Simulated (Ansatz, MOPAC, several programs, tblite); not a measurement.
Energy against volume for rocksalt SnO, at fixed shape and fractional coordinates, computed by several methods (PBE and r2SCAN, where shown, with plane waves in Ansatz); the cell shown is that of r2SCAN. Space group Fm-3m (No. 225), cubic; a = 5.074 Å in the conventional setting, 16.33 Å³ an atom. Sn has 6 O at 2.54 Å; O has 6 Sn at 2.54 Å. (Calculated; spin-unpolarised; the phase may be known or hypothetical.) Energies count from each curve's lowest point; fits are third-order Birch-Murnaghan.

```
Sn O
1.0
     0.00000    2.53697    2.53697
     2.53697    0.00000    2.53697
     2.53697    2.53697    0.00000
Sn O
1 1
Direct
  0.00000 0.00000 0.00000
  0.50000 0.50000 0.50000
```

PM7 (MOPAC), on the shape of the cell shown, as a cluster of 64 atoms at the zone centre:
```
V (Å³/atom)  E (meV/atom)
     14.369          0.00
     15.349        228.56
     16.329        541.14
     17.308        776.35
     18.288       1052.81
```
The lowest point is an end point, so the minimum isn't bracketed.

GFN1-xTB (tblite), on the shape of the cell shown, as a cluster of 64 atoms at the zone centre:

| V (Å³/atom) | E (meV/atom) |
| --- | --- |
| 14.369 | 0.00 |
| 15.349 | 122.38 |
| 16.329 | 282.83 |
| 17.308 | 464.31 |
| 18.288 | 656.33 |

The lowest point is an end point, so the minimum isn't bracketed.

GFN2-xTB (tblite), on the shape of the cell shown, as a cluster of 64 atoms at the zone centre:

| V (Å³/atom) | E (meV/atom) |
| --- | --- |
| 14.369 | 192.55 |
| 15.349 | 109.13 |
| 16.329 | 58.86 |
| 17.308 | 33.02 |
| 18.288 | 0.00 |

The lowest point is an end point, so the minimum isn't bracketed.

PBE, on the shape of its own relaxed cell:
```
V (Å³/atom)  E (meV/atom)
     15.748         18.82
     16.251          4.33
     16.753          0.00
     17.256          4.42
     17.759         16.12
```
V₀ = 16.74 Å³ an atom and B₀ = 92 GPa.

light PBE (260 eV, its own mesh), on the shape of the cell shown:
```tsv
V (Å³/atom)	E (meV/atom)
15.022	123.62
15.675	25.46
16.329	10.29
16.982	43.03
17.635	0.00
18.288	49.58
```
The points scatter about a smooth fit, as a low cutoff and a light mesh can make them, so no fit is quoted.
